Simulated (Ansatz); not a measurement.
Steps from a short run of molecular dynamics on a 2×2×2 supercell (24 atoms) of CaF₂ (Fm-3m), relaxed with r2SCAN; forces from PBE in the plane-wave code Ansatz, 2×2×2 mesh, Fermi-Dirac smearing of 0.020 eV, Langevin thermostat and barostat (NPT), set at 200 K. Spin polarisation is off, nuclei are classical, and the run is far too short for thermal averages.

Problem. At 8 fs the positions in Å are
```
cell (Å): 0.000 5.446 5.446; 5.446 0.000 5.446; 5.446 5.446 0.000
Ca  -0.013  -0.009   0.019
F    1.369   1.344   1.362
F    4.093   4.099   4.055
Ca   2.705   2.716   0.026
F    4.083   4.080   1.387
F    6.802   6.794   4.086
Ca   2.712   0.028   2.720
F    4.102   1.360   4.083
F    6.760   4.077   6.786
Ca   5.471   2.698   2.706
F    6.799   4.110   4.077
F    9.536   6.783   6.824
Ca  -0.002   2.721   2.734
F    1.341   4.107   4.098
F    4.072   6.801   6.822
Ca   2.716   5.433   2.721
F    4.059   6.844   4.070
F    6.835   9.514   6.835
Ca   2.754   2.727   5.433
F    4.097   4.103   6.817
F    6.863   6.832   9.529
Ca   5.462   5.463   5.418
F    6.769   6.765   6.817
F    9.516   9.530   9.496
```
What are the forces, and how far does the free energy (smearing included) lie above that of step 0, with the atoms on their sites?

Solution. 2.5 meV an atom; forces in eV/Å:
```
cell (Å), as above: 0.000 5.446 5.446; 5.446 0.000 5.446; 5.446 5.446 0.000
Ca   0.086  -0.032  -0.116
F   -0.131   0.064   0.007
F   -0.088  -0.098   0.141
Ca   0.096   0.134  -0.224
F   -0.002  -0.043  -0.194
F    0.095   0.261   0.012
Ca   0.165  -0.313   0.015
F    0.000   0.053   0.103
F    0.251  -0.067   0.121
Ca  -0.010   0.123   0.151
F    0.023  -0.099   0.049
F   -0.076   0.116  -0.138
Ca  -0.152   0.122  -0.067
F    0.111  -0.145   0.002
F    0.025   0.108  -0.113
Ca  -0.031   0.091   0.050
F    0.184  -0.156   0.115
F   -0.097  -0.043  -0.210
Ca  -0.059   0.076   0.172
F   -0.084  -0.131  -0.192
F   -0.308  -0.113   0.052
Ca  -0.278  -0.147   0.111
F    0.249   0.170  -0.128
F    0.031   0.067   0.282
```

Problem. At 24 fs the positions in Å are
```
cell (Å): 0.000 5.493 5.493; 5.493 0.000 5.493; 5.493 5.493 0.000
Ca  -0.024  -0.015   0.066
F    1.397   1.304   1.383
F    4.144   4.138   4.053
Ca   2.700   2.742   0.064
F    4.095   4.119   1.415
F    6.857   6.853   4.102
Ca   2.715   0.065   2.759
F    4.192   1.366   4.127
F    6.729   4.083   6.861
Ca   5.578   2.664   2.699
F    6.839   4.180   4.137
F    9.608   6.820   6.895
Ca  -0.011   2.740   2.779
F    1.347   4.176   4.179
F    4.074   6.850   6.882
Ca   2.733   5.467   2.747
F    4.081   6.954   4.090
F    6.946   9.589   6.920
Ca   2.838   2.760   5.467
F    4.116   4.180   6.845
F    7.014   6.937   9.617
Ca   5.548   5.549   5.431
F    6.759   6.765   6.876
F    9.579   9.652   9.565
```
What are the forces, and how far does the free energy (smearing included) lie above that of step 0, with the atoms on their sites?

Solution. 12.9 meV an atom; forces in eV/Å:
```
cell (Å), as above: 0.000 5.493 5.493; 5.493 0.000 5.493; 5.493 5.493 0.000
Ca   0.168  -0.160  -0.291
F   -0.392   0.323  -0.053
F   -0.153  -0.126   0.191
Ca   0.236   0.194  -0.352
F    0.079  -0.121  -0.295
F    0.235   0.522   0.115
Ca   0.494  -0.687  -0.073
F   -0.058   0.158   0.143
F    0.614  -0.079   0.128
Ca  -0.283   0.470   0.396
F    0.124  -0.204  -0.014
F   -0.114   0.250  -0.175
Ca  -0.365   0.376  -0.112
F    0.131  -0.267  -0.098
F    0.147   0.323  -0.097
Ca  -0.014   0.088   0.225
F    0.378  -0.288   0.193
F   -0.346  -0.261  -0.231
Ca  -0.069   0.334   0.191
F   -0.046  -0.351  -0.158
F   -0.664  -0.231  -0.081
Ca  -0.871  -0.511   0.177
F    0.659   0.290  -0.111
F    0.109  -0.041   0.381
```

Problem. At 64 fs the positions in Å are
```
cell (Å): 0.000 5.580 5.580; 5.580 0.000 5.580; 5.580 5.580 0.000
Ca  -0.033  -0.043   0.151
F    1.325   1.288   1.406
F    4.163   4.157   4.117
Ca   2.691   2.824   0.134
F    4.057   4.221   1.354
F    7.133   7.087   4.181
Ca   2.827  -0.006   2.844
F    4.393   1.415   4.355
F    6.935   4.100   7.078
Ca   5.678   2.643   2.716
F    6.960   4.256   4.297
F    9.720   6.954   7.035
Ca  -0.093   2.867   2.843
F    1.433   4.209   4.297
F    4.184   7.022   6.999
Ca   2.752   5.512   2.828
F    4.269   7.034   4.233
F    7.036   9.628   7.108
Ca   2.975   2.855   5.538
F    4.146   4.280   6.873
F    7.017   7.086   9.755
Ca   5.524   5.570   5.464
F    6.991   6.825   6.891
F    9.758   9.815   9.870
```
What are the forces, and how far does the free energy (smearing included) lie above that of step 0, with the atoms on their sites?

Solution. 22.8 meV an atom; forces in eV/Å:
```
cell (Å), as above: 0.000 5.580 5.580; 5.580 0.000 5.580; 5.580 5.580 0.000
Ca   0.118  -0.004  -0.264
F    0.252   0.147   0.169
F    0.291   0.187  -0.150
Ca   0.136  -0.193  -0.428
F    0.382  -0.106   0.329
F   -0.136  -0.204  -0.309
Ca  -0.292   0.192   0.146
F   -0.311  -0.047  -0.504
F   -0.245  -0.038   0.104
Ca  -0.064   0.203   0.258
F    0.090  -0.026  -0.195
F    0.142   0.329   0.268
Ca   0.387  -0.344   0.179
F   -0.217   0.246  -0.038
F   -0.171  -0.127   0.207
Ca  -0.103   0.406  -0.204
F   -0.187  -0.155  -0.068
F   -0.101   0.220  -0.087
Ca  -0.867  -0.690   0.124
F    0.298  -0.058   0.460
F    0.355  -0.313  -0.045
Ca   0.488   0.412   0.366
F   -0.202   0.073   0.262
F   -0.040  -0.109  -0.581
```

Problem. At 72 fs the positions in Å are
```
cell (Å): 0.000 5.576 5.576; 5.576 0.000 5.576; 5.576 5.576 0.000
Ca  -0.025  -0.040   0.160
F    1.298   1.282   1.401
F    4.163   4.155   4.121
Ca   2.683   2.828   0.152
F    4.043   4.188   1.348
F    7.159   7.095   4.175
Ca   2.849  -0.019   2.839
F    4.384   1.429   4.362
F    6.971   4.115   7.081
Ca   5.658   2.651   2.722
F    6.976   4.242   4.290
F    9.706   6.989   7.037
Ca  -0.096   2.867   2.858
F    1.439   4.208   4.286
F    4.192   7.024   7.016
Ca   2.752   5.513   2.825
F    4.297   7.012   4.281
F    7.018   9.599   7.111
Ca   2.965   2.866   5.523
F    4.147   4.283   6.885
F    6.999   7.057   9.754
Ca   5.512   5.557   5.454
F    7.009   6.812   6.890
F    9.760   9.802   9.879
```
What are the forces, and how far does the free energy (smearing included) lie above that of step 0, with the atoms on their sites?

Solution. 26.4 meV an atom; forces in eV/Å:
```
cell (Å), as above: 0.000 5.576 5.576; 5.576 0.000 5.576; 5.576 5.576 0.000
Ca  -0.005  -0.013  -0.344
F    0.383   0.193   0.259
F    0.335   0.230  -0.204
Ca   0.126  -0.301  -0.519
F    0.548   0.120   0.433
F   -0.221  -0.263  -0.366
Ca  -0.378   0.266   0.238
F   -0.258  -0.130  -0.492
F   -0.483  -0.157   0.138
Ca   0.052   0.085   0.283
F    0.003   0.021  -0.159
F    0.204   0.172   0.345
Ca   0.463  -0.341   0.130
F   -0.256   0.253   0.015
F   -0.257  -0.224   0.176
Ca  -0.143   0.455  -0.242
F   -0.304  -0.001  -0.284
F   -0.038   0.350  -0.157
Ca  -0.870  -0.800   0.259
F    0.303  -0.053   0.406
F    0.408  -0.247  -0.033
Ca   0.734   0.381   0.526
F   -0.318   0.100   0.231
F   -0.031  -0.097  -0.639
```
